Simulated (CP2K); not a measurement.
# Al2Ru (I4/mmm) in CP2K: band structure with r2SCAN

Aim: the band structure of Al2Ru with r2SCAN.

All numbers are computed with CP2K 2026.2; they aren't measurements. Logs are shortened: lines on timing, memory, paths and dates and some standing lists are left out, and cuts for length are marked.

### 1 Starting point

Symmetry: I4/mmm, No. 139, tetragonal system. The conventional cell has a = 3.121 Å, b = 3.121 Å, c = 8.444 Å, α = 90.00°, β = 90.00°, γ = 90.00°. Ru (site symmetry 4/mmm) is surrounded by 10 Al at 2.58 to 2.88 Å. Around Al (site symmetry 4mm) lie 5 Ru at 2.58 to 2.88 Å and 5 Al at 2.69 Å.

The cell comes from a database or a generator and needn't be the stable form of this composition.

### 2 Band structure, r2SCAN

al2ru_bands.inp

```
&GLOBAL
  PROJECT al2ru_bands
  RUN_TYPE ENERGY_FORCE
  PRINT_LEVEL LOW
&END GLOBAL
&FORCE_EVAL
  METHOD QS
  STRESS_TENSOR ANALYTICAL
  &DFT
    BASIS_SET_FILE_NAME BASIS_MOLOPT_UZH
    POTENTIAL_FILE_NAME POTENTIAL_UZH
    &MGRID
      CUTOFF 675
      REL_CUTOFF 60
      NGRIDS 4
    &END MGRID
    &QS
      METHOD GPW
      EPS_DEFAULT 1.0E-10
    &END QS
    &KPOINTS
      SCHEME MONKHORST-PACK 12 12 12
      GAMMA_CENTERED T
      SYMMETRY T
      SYMMETRY_BACKEND SPGLIB
    &END KPOINTS
    &SCF
      SCF_GUESS ATOMIC
      EPS_SCF 1.0E-6
      MAX_SCF 100
      ADDED_MOS 15
      CHOLESKY OFF
      EPS_EIGVAL 1.0E-7
      &DIAGONALIZATION ON
        ALGORITHM STANDARD
      &END DIAGONALIZATION
      &MIXING ON
        METHOD BROYDEN_MIXING
        ALPHA 0.4
        BETA 1.5
        NBUFFER 8
      &END MIXING
      &SMEAR ON
        METHOD FERMI_DIRAC
        ELECTRONIC_TEMPERATURE [K] 1160.452
      &END SMEAR
    &END SCF
    &XC
      &XC_FUNCTIONAL
        &MGGA_X_R2SCAN
        &END MGGA_X_R2SCAN
        &MGGA_C_R2SCAN
        &END MGGA_C_R2SCAN
      &END XC_FUNCTIONAL
    &END XC
    &PRINT
      &KPOINTS ON
      &END KPOINTS
      &MULLIKEN ON
      &END MULLIKEN
      &MO ON
        ENERGIES T
        OCCUPATION_NUMBERS T
        &EACH
          QS_SCF 0
        &END EACH
        ADD_LAST NUMERIC
      &END MO
      &LOWDIN ON
      &END LOWDIN
      &HIRSHFELD ON
        SHAPE_FUNCTION DENSITY
      &END HIRSHFELD
      &BAND_STRUCTURE
        FILE_NAME bands.bs
        ADDED_MOS 6
        &KPOINT_SET
          UNITS B_VECTOR
          NPOINTS 8
          SPECIAL_POINT GAMMA 0.00000000 0.00000000 0.00000000
          SPECIAL_POINT X -0.50000000 0.50000000 0.00000000
          SPECIAL_POINT Y -0.50000000 0.50000000 -0.06830578
          SPECIAL_POINT S -0.28415289 0.28415289 -0.28415289
          SPECIAL_POINT GAMMA 0.00000000 0.00000000 0.00000000
          SPECIAL_POINT Z 0.50000000 0.50000000 -0.50000000
          SPECIAL_POINT S1 0.28415289 0.71584711 -0.71584711
          SPECIAL_POINT N 0.00000000 0.50000000 -0.50000000
          SPECIAL_POINT P -0.25000000 0.75000000 -0.25000000
          SPECIAL_POINT Y1 0.06830578 0.93169422 -0.50000000
          SPECIAL_POINT Z 0.50000000 0.50000000 -0.50000000
        &END KPOINT_SET
        &KPOINT_SET
          UNITS B_VECTOR
          NPOINTS 8
          SPECIAL_POINT X -0.50000000 0.50000000 0.00000000
          SPECIAL_POINT P -0.25000000 0.75000000 -0.25000000
        &END KPOINT_SET
      &END BAND_STRUCTURE
    &END PRINT
  &END DFT
  &SUBSYS
    &CELL
      ABC 4.7637667558 4.7637667558 4.7637667558
      ALPHA_BETA_GAMMA 141.7584561368 141.7584561359 55.1928115991
      PERIODIC XYZ
    &END CELL
    &COORD
      Ru  0.0000000000 0.0000000000 0.0000000000
      Al  2.5501913175 1.3330041115 0.0000000000
      Al  4.9328125125 2.5784180644 0.0000000000
    &END COORD
    &KIND Ru
      BASIS_SET TZVP-MOLOPT-SCAN-GTH-q16
      POTENTIAL GTH-SCAN-q16
    &END KIND
    &KIND Al
      BASIS_SET TZVP-MOLOPT-SCAN-GTH-q3
      POTENTIAL GTH-SCAN-q3
    &END KIND
    &PRINT
      &ATOMIC_COORDINATES ON
      &END ATOMIC_COORDINATES
      &CELL ON
      &END CELL
    &END PRINT
  &END SUBSYS
  &PRINT
    &FORCES ON
    &END FORCES
    &STRESS_TENSOR ON
    &END STRESS_TENSOR
  &END PRINT
&END FORCE_EVAL
```

Potentials or basis: POTENTIAL_UZH Ru GTH-SCAN-q16, Al GTH-SCAN-q3; TZVP-MOLOPT-SCAN-GTH basis.

On the command line:

```console
> OMP_NUM_THREADS=1 cp2k.psmp -i al2ru_bands.inp -o al2ru_bands.out
```

al2ru_bands.out:

```text

 CP2K| version string:                                       CP2K version 2026.2
 CP2K| Input file name                                           al2ru_bands.inp

 GLOBAL| Force Environment number                                              1
 GLOBAL| Basis set file name                                    BASIS_MOLOPT_UZH
 GLOBAL| Potential file name                                       POTENTIAL_UZH
 GLOBAL| MM Potential file name                                     MM_POTENTIAL
 GLOBAL| Coordinate file name                                      __STD_INPUT__
 GLOBAL| Method name                                                        CP2K
 GLOBAL| Project name                                                al2ru_bands
 GLOBAL| Run type                                                   ENERGY_FORCE
 GLOBAL| FFT library                                                       FFTW3
[... 6 lines left out ...]
 GLOBAL| Total number of message passing processes                             1
 GLOBAL| Number of threads for this process                                    1
 GLOBAL| CPU model name                                                  UNKNOWN

 CELL| Volume [angstrom^3]:                                            41.118962
 CELL| Vector a [angstrom]:       4.764     0.000     0.000   |a| =     4.763767
 CELL| Vector b [angstrom]:       2.719     3.911     0.000   |b| =     4.763767
 CELL| Vector c [angstrom]:      -3.742    -1.956     2.207   |c| =     4.763767
 CELL| Angle (b,c), alpha [degree]:                                   141.758456
 CELL| Angle (a,c), beta  [degree]:                                   141.758456
 CELL| Angle (a,b), gamma [degree]:                                    55.192812
 CELL| Numerically orthorhombic:                                              NO
 CELL| Periodicity                                                           XYZ

 CELL_REF| Volume [angstrom^3]:                                        41.118962
 CELL_REF| Vector a [angstrom     4.764     0.000     0.000   |a| =     4.763767
 CELL_REF| Vector b [angstrom     2.719     3.911     0.000   |b| =     4.763767
 CELL_REF| Vector c [angstrom    -3.742    -1.956     2.207   |c| =     4.763767
 CELL_REF| Angle (b,c), alpha [degree]:                               141.758456
 CELL_REF| Angle (a,c), beta  [degree]:                               141.758456
 CELL_REF| Angle (a,b), gamma [degree]:                                55.192812
 CELL_REF| Numerically orthorhombic:                                          NO
 CELL_REF| Periodicity                                                       XYZ
[... 10 lines left out ...]

  Total number of            - Atomic kinds:                                   2
                             - Atoms:                                          3
                             - Shell sets:                                     3
                             - Shells:                                        25
                             - Primitive Cartesian functions:                 15
                             - Cartesian basis functions:                     77
                             - Spherical basis functions:                     69

  Maximum angular momentum of- Orbital basis functions:                        3
                             - Local part of the GTH pseudopotential:          2
                             - Non-local part of the GTH pseudopotential:      4

 MODULE QUICKSTEP: ATOMIC COORDINATES IN ANGSTROM

   Atom Kind Element         X             Y             Z       Z(eff)     Mass
      1    1 Ru   44      0.000000      0.000000      0.000000  16.0000 101.0700
      2    2 Al   13      2.550191      1.333004      0.000000   3.0000  26.9815
      3    2 Al   13      4.932813      2.578418      0.000000   3.0000  26.9815

 SCF PARAMETERS         Density guess:                                    ATOMIC
[... 9 lines left out ...]
                        --------------------------------------------------------
                        level_shift [a.u.]:                             0.000000
                        added MOs                                        15    0
                        --------------------------------------------------------
                        Mixing method:                            BROYDEN_MIXING
                                                charge density mixing in g-space
                        --------------------------------------------------------
                        Smear method:                                FERMI_DIRAC
                        Electronic temperature [K]:                       1160.5
                        Electronic temperature [a.u.]:                  3.67E-03
[... 76 lines left out ...]
     4 Broy./Diag. 0.40E+00   26.6     0.05456661       -96.6741422997  6.97E-01
     5 Broy./Diag. 0.40E+00   26.6     0.01542916       -96.8258226710 -1.52E-01
     6 Broy./Diag. 0.40E+00   26.6     0.00480700       -96.6096149436  2.16E-01
     7 Broy./Diag. 0.40E+00   26.7     0.00089170       -96.6451144820 -3.55E-02
     8 Broy./Diag. 0.40E+00   26.8     0.00069070       -96.6412230345  3.89E-03
     9 Broy./Diag. 0.40E+00   26.8     0.00023729       -96.6397952885  1.43E-03
    10 Broy./Diag. 0.40E+00   26.7     0.00007404       -96.6421482624 -2.35E-03
    11 Broy./Diag. 0.40E+00   27.0     0.00001756       -96.6413652597  7.83E-04
    12 Broy./Diag. 0.40E+00   27.0     0.00001159       -96.6415991039 -2.34E-04
    13 Broy./Diag. 0.40E+00   27.2     0.00000350       -96.6417321938 -1.33E-04
    14 Broy./Diag. 0.40E+00   27.2     0.00000152       -96.6417233639  8.83E-06
    15 Broy./Diag. 0.40E+00   27.2     0.00000037       -96.6417445279 -2.12E-05

  *** SCF run converged in    15 steps ***

  Electronic density on regular grids:        -21.9999999998        0.0000000002
  Core density on regular grids:               21.9999999976       -0.0000000024
  Total charge density on r-space grids:       -0.0000000022
  Total charge density g-space grids:          -0.0000000022

  Overlap energy of the core charge distribution:               0.00000000000073
  Self energy of the core charge distribution:               -175.10964570102385
  Core Hamiltonian energy:                                     40.64022809263539
  Hartree energy:                                              49.47983369324837
  Exchange-correlation energy:                                -11.65191317290775
  Electronic entropic energy:                                  -0.00024743798490
  Fermi energy:                                                 0.43611297104606

  Total energy:                                               -96.64174452794060
  Total energy (extrapolated to T->0):                        -96.64162080894815

 MO| EIGENVALUES AND OCCUPATION NUMBERS FOR K POINT 1
 MO|
 MO|  Index      Eigenvalue [a.u.]        Eigenvalue [eV]             Occupation
 MO|      1              -2.306373             -62.759599               2.000000
 MO|      2              -1.181873             -32.160408               2.000000
 MO|      3              -1.181792             -32.158195               2.000000
 MO|      4              -1.177337             -32.036962               2.000000
 MO|      5               0.093120               2.533923               2.000000
 MO|      6               0.153645               4.180901               2.000000
[... 434 lines left out ...]
 MO|     25               1.232132              33.528030               0.000000
 MO|     26               1.258429              34.243598               0.000000
 MO| Sum:                                                              22.001675
 MO| E(Fermi):            0.436113 a.u.         11.867237 eV

 [... the levels of further k-points ...]

 !-----------------------------------------------------------------------------!
                     Mulliken Population Analysis

 #  Atom  Element  Kind  Atomic population                           Net charge
       1     Ru       1         15.943569                              0.056431
       2     Al       2          3.028214                             -0.028214
       3     Al       2          3.028217                             -0.028217
 # Total charge                             22.000000                  0.000000

 !-----------------------------------------------------------------------------!

 !-----------------------------------------------------------------------------!
                           Hirshfeld Charges

  #Atom  Element  Kind  Ref Charge     Population                    Net charge
      1       Ru     1      16.000         15.973                         0.027
      2       Al     2       3.000          3.013                        -0.013
      3       Al     2       3.000          3.013                        -0.013

  Total Charge                                                           -0.000
 !-----------------------------------------------------------------------------!

 LOWDIN POPULATION ANALYSIS

 #  Atom  Element  Kind  Atomic population                           Net charge
       1     Ru       1         16.799670                             -0.799670
       2     Al       2          2.600165                              0.399835
       3     Al       2          2.600165                              0.399835
 # Total charge                             22.000000                  0.000000

 KPOINTS| Band Structure Calculation
 KPOINTS| Number of k-point sets                                               2
 KPOINTS| Number of added MOs/bands                                            6
 KPOINTS| Number of k-points in set    1                                      81
 KPOINTS| In units of b-vector [2pi/Bohr]
 KPOINTS| Special point     1       GAMMA     0.000000     0.000000     0.000000
 KPOINTS| Special point     2           X    -0.500000     0.500000     0.000000
 KPOINTS| Special point     3           Y    -0.500000     0.500000    -0.068306
 KPOINTS| Special point     4           S    -0.284153     0.284153    -0.284153
 KPOINTS| Special point     5       GAMMA     0.000000     0.000000     0.000000
 KPOINTS| Special point     6           Z     0.500000     0.500000    -0.500000
 KPOINTS| Special point     7          S1     0.284153     0.715847    -0.715847
 KPOINTS| Special point     8           N     0.000000     0.500000    -0.500000
 KPOINTS| Special point     9           P    -0.250000     0.750000    -0.250000
 KPOINTS| Special point    10          Y1     0.068306     0.931694    -0.500000
 KPOINTS| Special point    11           Z     0.500000     0.500000    -0.500000
 KPOINTS| Number of k-points in set    2                                       9
 KPOINTS| In units of b-vector [2pi/Bohr]
 KPOINTS| Special point     1           X    -0.500000     0.500000     0.000000
 KPOINTS| Special point     2           P    -0.250000     0.750000    -0.250000

 ENERGY| Total FORCE_EVAL ( QS ) energy [hartree]            -96.641747065943278

 FORCES| Atomic forces [hartree/bohr]
 FORCES|   Atom     x               y               z               |f|
 FORCES|      1  4.32241658E-09  1.95696419E-09 -3.76496610E-10   4.75969995E-09
 FORCES|      2 -4.08141100E-03 -2.13367097E-03  2.01063260E-09   4.60548233E-03
 FORCES|      3  4.08140854E-03  2.13366960E-03 -1.94473711E-09   4.60547953E-03
 FORCES| Sum     1.86859734E-09  5.96136289E-10 -3.10601125E-10
 FORCES| Total atomic force                                       1.98582667E-09

 STRESS| Analytical stress tensor [bar]
 STRESS|                        x                   y                   z
 STRESS|      x        2.23598694666E+04  -7.29886404906E+03   9.42416127802E-03
 STRESS|      y       -7.29886404906E+03   3.25102211217E+04   2.42028426955E-03
 STRESS|      z        9.42416127802E-03   2.42028426955E-03   3.63234743526E+04
 STRESS| 1/3 Trace                                             3.03978549803E+04
 STRESS| Determinant                                           2.44693406150E+13

 STRESS| Eigenvectors and eigenvalues of the analytical stress tensor [bar]
 STRESS|                        1                   2                   3
 STRESS| Eigenvalues   1.85451169430E+04   3.63234743493E+04   3.63249736485E+04
 STRESS|      x           0.886253496735     -0.000685475682     -0.463200032003
 STRESS|      y           0.463200539210      0.001312688614      0.886252524580
 STRESS|      z          -0.000000532854      0.999998903485     -0.001480887579
```

Wall time 8 min (1 thread of Arm Neoverse V1, shared host); peak memory 0.62 GiB.

Results:

* Free energy: -2629.7557 eV
* Pressure: 3.0 GPa
* Largest force: 0.237 eV/Å
* Band gap on the k mesh: none (metal or under the smearing width)
* Mulliken charges: Ru +0.06; Al -0.03 e
* Hirshfeld charges: Ru +0.03; Al -0.01 e

Forces in eV/Å, atoms in the order of the input:
```
Ru   0.000  0.000  0.000
Al  -0.210 -0.110  0.000
Al   0.210  0.110  0.000
```

Stress tensor (GPa, compression positive):
```
 2.24 -0.73  0.00
-0.73  3.25  0.00
 0.00  0.00  3.63
```

Levels at the corners of the path, in eV from the Fermi level:
| point | band 8 | band 9 | band 10 | band 11 | band 12 | band 13 | band 14 | band 15 |
| --- | --- | --- | --- | --- | --- | --- | --- | --- |
| Γ | -2.21 | -2.21 | -2.18 | -1.04 | 2.74 | 5.81 | 6.40 | 6.40 |
| X | -3.82 | -3.30 | -1.33 | -0.49 | 0.55 | 2.20 | 2.22 | 5.55 |
| Y | -3.74 | -3.30 | -1.31 | -1.14 | 0.40 | 2.27 | 2.67 | 5.92 |
| S | -3.08 | -2.79 | -2.76 | -1.52 | 0.50 | 3.68 | 6.22 | 7.01 |
| Γ | -2.21 | -2.21 | -2.18 | -1.04 | 2.74 | 5.81 | 6.40 | 6.40 |
| Z | -2.79 | -1.71 | -1.71 | -1.02 | 3.23 | 3.23 | 6.62 | 7.46 |
| S1 | -3.08 | -2.79 | -2.76 | -1.52 | 0.50 | 3.68 | 6.22 | 7.01 |
| N | -3.17 | -3.12 | -2.86 | -1.54 | 0.84 | 3.52 | 5.59 | 7.47 |
| P | -3.60 | -1.95 | -1.95 | -0.53 | 0.55 | 1.51 | 3.82 | 3.82 |
| Y1 | -3.74 | -3.30 | -1.31 | -1.14 | 0.40 | 2.27 | 2.67 | 5.92 |
| Z | -2.79 | -1.71 | -1.71 | -1.02 | 3.23 | 3.23 | 6.62 | 7.46 |
| X | -3.82 | -3.30 | -1.33 | -0.49 | 0.55 | 2.20 | 2.22 | 5.55 |
| P | -3.60 | -1.95 | -1.95 | -0.53 | 0.55 | 1.51 | 3.82 | 3.82 |

Caveat: Mulliken charges move with the basis; the basis of atomic orbitals isn't converged, which shifts pressures, moduli and gaps.
